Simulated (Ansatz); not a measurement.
**CdBr2 (model cell, started as rutile): relaxing the cell for a phonon run**

Wanted: the relaxed cell of CdBr2 (model cell, started as rutile).

Main program and level: Ansatz 0.2.0; DFT PBE, scalar-relativistic, plane waves, PAW.

The structure was built from a prototype and need not be the compound's stable phase.

## 1. Starting point

The structure is tetragonal, space group P4_2/mnm (No. 136). Conventional cell: a = 6.780 Å, b = 6.780 Å, c = 4.373 Å, α = 90.00°, β = 90.00°, γ = 90.00°. Nearest to Cd lie 6 Br at 2.88 to 2.92 Å. Nearest to Br lie 3 Cd at 2.88 to 2.92 Å. Farther neighbours and most contacts between anions are not listed.

As a file:

```cif
data_structure
_symmetry_space_group_name_H-M 'P4_2/mnm'
_symmetry_Int_Tables_number 136
_cell_length_a 6.7803
_cell_length_b 6.7803
_cell_length_c 4.3733
_cell_angle_alpha 90.000
_cell_angle_beta 90.000
_cell_angle_gamma 90.000
_cell_volume 201.05
loop_
_atom_site_label
_atom_site_type_symbol
_atom_site_symmetry_multiplicity
_atom_site_Wyckoff_symbol
_atom_site_fract_x
_atom_site_fract_y
_atom_site_fract_z
_atom_site_occupancy
Cd1 Cd 2 a 0.00000 0.00000 0.00000 1
Br1 Br 4 f 0.30500 0.30500 0.00000 1
```

## 2. A coarse first look

First a cheap look: the gap decides the mesh and the occupations, the pressure tells how far the cell has to move.

Contents of input.yaml:

```yaml
crystal:
  lattice:
    - [6.7803, 0.0, 0.0]
    - [0.0, 6.7803, 0.0]
    - [0.0, 0.0, 4.37329]
  atoms:
    - { symbol: Cd, position: [0.0, 0.0, 0.0] }
    - { symbol: Cd, position: [0.5, 0.5, 0.5] }
    - { symbol: Br, position: [0.305, 0.305, 0.0] }
    - { symbol: Br, position: [0.695, 0.695, 0.0] }
    - { symbol: Br, position: [0.805, 0.195, 0.5] }
    - { symbol: Br, position: [0.195, 0.805, 0.5] }
kpoints:
  mp_grid: { grid: [4, 4, 4] }
hamiltonian:
  xc: pbe
scf:
  occupations: { method: gaussian, width: 0.1 }
output:
  forces: true
  stress: true
  eigenvalues: true
```

Run with:

```sh
> ansatz run input.yaml --threads 8 --pin off --max-ram 14336MiB --backend cpu --events-out ev --progress --plain --runs-dir out
```

Numbers of over 12 decimals in the logs are rounded to 6 here.

Log:

```text
Engine: ansatz 0.2.0, aarch64-unknown-linux-gnu
Pseudopotentials: kind: paw
Pseudopotential: Cd, paw, valence charge 20, recommended cutoff 420 eV (normal), Cd.paw.azcp
Pseudopotential: Br, paw, valence charge 7, recommended cutoff 420 eV (normal), Br.paw.azcp
Functional definition: PBE
  parameter kappa = 0.804
  parameter beta = 0.066725
  exchange = pbe_x(kappa = kappa, mu = beta*pi^2/3)
[...]
k-point 0: bands = [... 30 lower, 2.2891, 2.4810, 2.4810, 2.7851, 3.7308, 6.8464, 8.0293, 8.0293, ... 2 higher]
  k-point 1: bands = [... 30 lower, 1.5482, 2.4241, 2.4241, 2.5496, 5.0567, 7.0858, 8.8484, 9.3458, ... 2 higher]
  k-point 2: bands = [... 30 lower, 1.9921, 1.9921, 2.1200, 2.1200, 6.2275, 6.2275, 10.1786, 10.1786, ... 2 higher]
  k-point 17: bands = [... 30 lower, 2.2939, 2.2939, 2.3196, 2.3196, 5.5727, 5.5727, 9.4025, 9.4025, ... 2 higher]
[key lines of the parts left out:]
SCF converged after 7 iterations
Free energy (F): -27646.436216 eV
Fermi energy:    3.257967 eV
P = ⅓ Tr σ = -2.3745 GPa (-23.745 kbar)
```

Elapsed: 1.1 s, on 8 threads of Arm Neoverse V2, shared host; peak memory 0.68 GiB; 7.6 s of CPU time.

A gap read on the k-mesh alone can miss the band edges.

This step gave:

```
pressure           : -2.375 GPa
gap on the k-mesh  : 0.9457 eV
volume per atom    : 33.51 Å³
direct gap on mesh : 0.9457 eV
```

The coarse mesh shows a gap of 0.95 eV and a pressure of -2.4 GPa.

## 3. Relaxation

Harmonic phonons are second derivatives at a point where the forces vanish, and they are wanted at zero stress, so atoms and cell are relaxed first.

input.yaml, the sections that differ from step 2:

```yaml
kpoints:
  mp_grid: { grid: [4, 4, 6] }
scf:
  occupations: { method: gaussian, width: 0.02 }
relax:
  adjacent_minimum: "off"
  f_tol: 0.005
  max_steps: 80
  cell: { stress_tol: 0.05 }
# crystal, hamiltonian, output: as in step 2
```

Log:

```text
[...]
Crystal: 6 atoms, lattice volume = 201.051 Å³
Basis set: ecut = 420 eV, 3995 PW (Γ), exchange–correlation on 96×96×60 points (8 copies of the dense FFT grid, shifted against one another)
Bands: 41, of which v1, the nominal top of the filled ones, is band 34 counted from 1 (33 counted from 0)
Symmetry: 16 space group operations
[...]
k-points: 24 of 96
[...]
SCF iter   1: F=—  HF=-27646.436738 eV  |F-HF|=—  |Δ(HF+E_count)|=         —  Δρ=6.05e-4  dr2=6.01e-4  ethr=1.77e-3  ⟨swp⟩=8.2  Hψ=4370  notcnv=0
[...]
SCF iter   7: F=-27646.440637 eV  HF=-27646.440637 eV  |F-HF|=2.50e-8  |Δ(HF+E_count)|=   8.60e-8  Δρ=3.11e-6  dr2=4.33e-8  ethr=1.47e-10  ⟨swp⟩=8.6  Hψ=4577  notcnv=0
SCF 1 converged in 7 iterations: F = -27646.440637 eV  dr2 = 4.33e-8
[...]
relax step   1: F+E_penalty+E_count = -27646.44063653 eV  Δ(F+E_penalty+E_count) = +0.000e0 eV  max|allowed force component| = 1.118e-1 eV/Å  Δτ_max = 0.0000 Å  P = -2.381 GPa  Ω = 201.051 Å³  (7 SCF iters, dr2 threshold 1.00e-7 eV, accepted)
Crystal: 6 atoms, lattice volume = 186.319 Å³
Basis set: ecut = 420 eV, 3623 PW (Γ), exchange–correlation on 96×96×60 points (8 copies of the dense FFT grid, shifted against one another)
[...]
iter 1 solved again at ethr=4.55e-5 eV; its pass at ethr=3.10e-3 eV (dr2=3.10e-2 eV) is discarded
[...]
SCF iter   6: F=-27646.582043 eV  HF=-27646.582042 eV  |F-HF|=3.13e-7  |Δ(HF+E_count)|=   4.63e-6  Δρ=7.13e-6  dr2=1.17e-7  ethr=8.82e-10  ⟨swp⟩=7.8  Hψ=4813  notcnv=0
SCF 2 converged in 6 iterations: F = -27646.582043 eV  dr2 = 1.17e-7
relax step   2: F+E_penalty+E_count = -27646.58204280 eV  Δ(F+E_penalty+E_count) = -1.414e-1 eV  max|allowed force component| = 2.823e-2 eV/Å  Δτ_max = 0.0024 Å  P = -0.017 GPa  Ω = 186.319 Å³  energy of the carried Pulay correction = +2.305e-3 eV  (6 SCF iters, dr2 threshold 6.00e-7 eV, accepted)
Crystal: 6 atoms, lattice volume = 185.950 Å³
Basis set: ecut = 420 eV, 3605 PW (Γ), exchange–correlation on 96×96×60 points (8 copies of the dense FFT grid, shifted against one another)
[...]
SCF iter   5: F=-27646.590021 eV  HF=-27646.590021 eV  |F-HF|=3.80e-8  |Δ(HF+E_count)|=   2.33e-7  Δρ=7.25e-6  dr2=1.28e-7  ethr=8.82e-10  ⟨swp⟩=5.0  Hψ=3823  notcnv=0
SCF 3 converged in 5 iterations: F = -27646.590021 eV  dr2 = 1.28e-7
relax step   3: F+E_penalty+E_count = -27646.59002070 eV  Δ(F+E_penalty+E_count) = -7.978e-3 eV  max|allowed force component| = 4.260e-2 eV/Å  Δτ_max = 0.0034 Å  P = +0.147 GPa  Ω = 185.950 Å³  energy of the carried Pulay correction = +2.366e-3 eV  (5 SCF iters, dr2 threshold 6.00e-7 eV, accepted)
[...]
relax step   4: F+E_penalty+E_count = -27646.59934437 eV  Δ(F+E_penalty+E_count) = -9.324e-3 eV  max|allowed force component| = 5.506e-3 eV/Å  Δτ_max = 0.0208 Å  P = +0.318 GPa  Ω = 187.360 Å³  energy of the carried Pulay correction = +2.132e-3 eV  (6 SCF iters, dr2 threshold 2.18e-7 eV, accepted)
[...]
relax step   5: F+E_penalty+E_count = -27646.60170510 eV  Δ(F+E_penalty+E_count) = -2.361e-3 eV  max|allowed force component| = 1.824e-3 eV/Å  Δτ_max = 0.0115 Å  P = +0.046 GPa  Ω = 189.794 Å³  energy of the carried Pulay correction = +1.734e-3 eV  (5 SCF iters, dr2 threshold 3.27e-7 eV, accepted)
[...]
relax step   6: F+E_penalty+E_count = -27646.60169912 eV  Δ(F+E_penalty+E_count) = +5.986e-6 eV  max|allowed force component| = 9.228e-4 eV/Å  Δτ_max = 0.0031 Å  P = -0.002 GPa  Ω = 190.310 Å³  energy of the carried Pulay correction = +1.651e-3 eV  (5 SCF iters, dr2 threshold 6.93e-9 eV, accepted)
[...]
SCF iter   1: F=—  HF=-27646.599965 eV  |F-HF|=—  |Δ(HF+E_count)|=         —  Δρ=1.08e-4  dr2=3.18e-6  ethr=1.56e-6  ⟨swp⟩=3.2  Hψ=7082  notcnv=0
eigensolver tolerance schedule: the retry pair's looser diagonalisation over-reported the residual by 333.84 of it (diagonalisation noise at 0.20 of the residual, at the tolerance the schedule requests for it); recorded, not acted on — ethr = c·dr2/N_el stays at c = 1.0e-1
[...]
SCF iter   2: F=—  HF=-27646.599971 eV  |F-HF|=—  |Δ(HF+E_count)|=   5.95e-6  Δρ=5.25e-5  dr2=8.37e-7  ethr=4.67e-9  ⟨swp⟩=3.0  Hψ=2002  notcnv=0
[...]
SCF iter   6: F=-27646.599973 eV  HF=-27646.599973 eV  |F-HF|=1.46e-11  |Δ(HF+E_count)|=  1.09e-11  Δρ=5.90e-8  dr2=1.31e-11  ethr=1.00e-12  ⟨swp⟩=5.2  Hψ=3655  notcnv=0
SCF 7 converged in 6 iterations: F = -27646.599973 eV  dr2 = 1.31e-11
relax step   7: F+E_penalty+E_count = -27646.59997256 eV  Δ(F+E_penalty+E_count) = +1.727e-3 eV  max|allowed force component| = 9.880e-4 eV/Å  Δτ_max = 0.0000 Å  P = -0.003 GPa  Ω = 190.310 Å³  stress off target by 1.02e-2 GPa  SCF on the basis re-selected at this cell (its energy is not comparable with the rows above)  (6 SCF iters)
basis re-selected at this cell: Δ(F+E_penalty+E_count) = +1.727e-3 eV, ΔP = -0.001 GPa vs the last step (what re-selecting the basis moved, of the pressure what is left beyond the Pulay correction that the steps carried, after the strain that the cell walked since its last selection, with what the two solves' SCF thresholds leave and, on support functions, any second-order correction that the steps lacked; it is no m [...]
SCF converged after 6 iterations
Free energy (F): -27646.599973 eV
[...]
Internal energy: -27646.599973 eV  (E = F + TS)
E sigma→0 (E₀):  -27646.599973 eV
Fermi energy:    4.083169 eV
[...]
--- Forces (eV/Å), atoms counted from 1 ---
  atom   1  Cd    -0.00000000     0.00000000     0.00000000
  atom   2  Cd     0.00000000    -0.00000000     0.00000000
  atom   3  Br    -0.00098805    -0.00098805     0.00000000
  atom   4  Br     0.00098805     0.00098805     0.00000000
  atom   5  Br    -0.00098805     0.00098805     0.00000000
  atom   6  Br     0.00098805    -0.00098805     0.00000000
  max |Σ_I F_I| component: 1.73e-18 eV/Å
--- Stress (GPa, compression-positive) ---
        0.000986       0.000000       0.000000
        0.000000       0.000986       0.000000
        0.000000       0.000000      -0.010194
  P = ⅓ Tr σ = -0.0027 GPa (-0.027 kbar)
--- Band table (eV; the first three rows and the last of 24) ---
  k-point 0: bands = [... 30 lower, 2.9458, 3.0394, 3.0394, 3.3036, 4.8627, 7.9466, 8.8261, 8.8261, ... 3 higher]
  k-point 1: bands = [... 30 lower, 2.3881, 3.0328, 3.0328, 3.1984, 5.6341, 8.2414, 9.5857, 9.5869, ... 3 higher]
  k-point 2: bands = [... 30 lower, 2.0618, 2.8787, 2.8787, 2.8985, 6.4215, 7.8841, 9.8437, 10.4586, ... 3 higher]
  k-point 23: bands = [... 30 lower, 2.7482, 2.7482, 2.7515, 2.7515, 6.4177, 6.4177, 9.8203, 9.8203, ... 3 higher]
--- Relaxed structure (6 steps of the walk, 6 accepted, 1 SCFs on fresh bases) ---
  F+E_penalty+E_count = -27646.59997256 eV   max|allowed force component| = 9.880e-4 eV/Å   (the final SCF, on the basis selected at the relaxed cell)
  cell:  # Å, volume = 190.3104 Å³
    - [6.827285, 0, 0.0]
    - [0, 6.827285, 0.0]
    - [0.0, 0.0, 4.082878]
  atoms:
    - { symbol: Cd, position: [0, 0, 0.0] }
    - { symbol: Cd, position: [0.500000, 0.500000, 0.5] }
    - { symbol: Br, position: [0.308601, 0.308601, 0.0] }
    - { symbol: Br, position: [0.691399, 0.691399, 0.0] }
    - { symbol: Br, position: [0.808601, 0.191399, 0.5] }
    - { symbol: Br, position: [0.191399, 0.808601, 0.5] }
```

It took 9.7 s on 8 threads; peak memory 0.74 GiB.

Step by step:

| step | energy less that of the first step (eV) | largest force component (eV/Å) | pressure (GPa) | volume (Å³) |
| --- | --- | --- | --- | --- |
| 1 | 0.0000 | 0.1118 | -2.38 | 201.05 |
| 2 | -0.1414 | 0.0282 | -0.02 | 186.32 |
| 3 | -0.1494 | 0.0426 | 0.15 | 185.95 |
| 4 | -0.1587 | 0.0055 | 0.32 | 187.36 |
| 5 | -0.1611 | 0.0018 | 0.05 | 189.79 |
| 6 | -0.1611 | 0.0009 | 0.00 | 190.31 |
| 7* | -0.1593 | 0.0010 | 0.00 | 190.31 |

Relaxation steps marked * repeat the geometry before them on a plane-wave basis chosen anew for their cell, so energy and pressure can jump there.

The run keeps the 16 symmetry operations that it works with, so distortions that break them were not tested.

| conventional cell, symmetrised | before | after | change |
| --- | --- | --- | --- |
| a (Å) | 6.780 | 6.827 | +0.7 % |
| b (Å) | 6.780 | 6.827 | +0.7 % |
| c (Å) | 4.373 | 4.083 | -6.6 % |
| volume (Å³/atom) | 33.51 | 31.72 | -5.3 % |

The atoms that moved most (Å, as changes of fractional coordinates times the final cell):

| atom | dx | dy | dz | length |
| --- | --- | --- | --- | --- |
| Br4 | -0.025 | -0.025 | 0.000 | 0.035 |
| Br5 | 0.025 | -0.025 | 0.000 | 0.035 |
| Br6 | -0.025 | 0.025 | 0.000 | 0.035 |
| Br3 | 0.025 | 0.025 | 0.000 | 0.035 |

The relaxed structure:

```xyz
6
Lattice="6.8273 0.0000 0.0000 0.0000 6.8273 0.0000 0.0000 0.0000 4.0829" Properties=species:S:1:pos:R:3 pbc="T T T"
Cd    0.0000    0.0000    0.0000
Cd    3.4136    3.4136    2.0414
Br    2.1069    2.1069    0.0000
Br    4.7204    4.7204    0.0000
Br    5.5206    1.3067    2.0414
Br    1.3067    5.5206    2.0414
```

This step gave:

* pressure: -0.002740 GPa
* gap on the k-mesh: 1.559 eV
* volume per atom: 31.72 Å³
* direct gap on mesh: 1.559 eV

In this step the volume went from 33.51 to 31.72 Å³/atom.

## 4. Tight relaxation

Phonons need a cell at rest on their own settings, so the relaxation is repeated with tight tolerances on forces and stress on the k mesh and occupations of the first response run.

Contents of input.yaml:

```yaml
crystal:
  lattice:
    - [6.8272854177, 0.0, 0.0]
    - [0.0, 6.8272854177, 0.0]
    - [0.0, 0.0, 4.0828780154]
  atoms:
    - { symbol: Cd, position: [0.0, 0.0, 0.0] }
    - { symbol: Cd, position: [0.5, 0.5, 0.5] }
    - { symbol: Br, position: [0.3086013959, 0.3086013959, 0.0] }
    - { symbol: Br, position: [0.6913986041, 0.6913986041, 0.0] }
    - { symbol: Br, position: [0.8086013959, 0.1913986041, 0.5] }
    - { symbol: Br, position: [0.1913986041, 0.8086013959, 0.5] }
kpoints:
  mp_grid: { grid: [4, 4, 6] }
hamiltonian:
  xc: pbe
scf:
  occupations: { method: fixed }
output:
  forces: true
  stress: true
  eigenvalues: true
relax:
  adjacent_minimum: "off"
  f_tol: 0.001
  max_steps: 60
  cell: { stress_tol: 0.01 }
```

Log:

```text
[...]
Crystal: 6 atoms, lattice volume = 190.310 Å³
Basis set: ecut = 420 eV, 3753 PW (Γ), exchange–correlation on 96×96×60 points (8 copies of the dense FFT grid, shifted against one another)
Bands: 41, of which v1, the nominal top of the filled ones, is band 34 counted from 1 (33 counted from 0)
[... 1 set-up line as in the run before ...]
[...]
k-points: 24 of 96
[...]
cell:  # Å, volume = 190.2770 Å³
    - [6.827804, 0.0, 0.0]
    - [0.0, 6.827804, 0.0]
    - [0.0, 0.0, 4.081541]
  atoms:
    - { symbol: Cd, position: [0, 0, 0.0] }
    - { symbol: Cd, position: [0.5, 0.5, 0.5] }
    - { symbol: Br, position: [0.308530, 0.308530, 0.0] }
    - { symbol: Br, position: [0.691470, 0.691470, 0.0] }
    - { symbol: Br, position: [0.808530, 0.191470, 0.5] }
    - { symbol: Br, position: [0.191470, 0.808530, 0.5] }
[key lines of the parts left out:]
SCF converged after 5 iterations
Free energy (F): -27646.599972 eV
Fermi energy:    3.305570 eV
P = ⅓ Tr σ = -0.0010 GPa (-0.010 kbar)
```

The job ended after 4.2 s (8 threads; peak memory 0.71 GiB; 30 s of CPU time).

Little changed from the start: no atom moved by 0.005 Å and no cell edge by 0.1 %.

Numbers from this step:

| Property | Result |
| --- | --- |
| pressure | -9.82e-4 GPa |
| volume per atom | 31.71 Å³ |

The largest force component left is 0.87 meV/Å and the pressure is -0.001 GPa, within the tolerances set. The cell now holds 31.71 Å³/atom.

## 5. Outcome

```
space group after relaxation (within 0.01 Å) : P4_2/mnm
lattice constant a                           : 6.828 Å
lattice constant b                           : 6.828 Å
lattice constant c                           : 4.082 Å
volume per atom                              : 31.7 Å³
gap on the k-mesh                            : 1.56 eV
```

The largest force component left is 0.87 meV/Å and the pressure is -0.001 GPa, within the tolerances set. The cell now holds 31.71 Å³/atom. The relaxation keeps the symmetry of its start, so it says nothing on stability against lower symmetry. The starting cell was built on a prototype and not taken from a measurement, so the phase need not exist.

[Logs are printed without paths, hosts, clocks, repeated set-up lines and the standing remarks that a program may print on its own settings, such as how far it seeks lower states.]

[Hosts, paths, dates, database ids (printed as entryN), source tags and the programs' standing remarks are cut or masked in the printed files.]
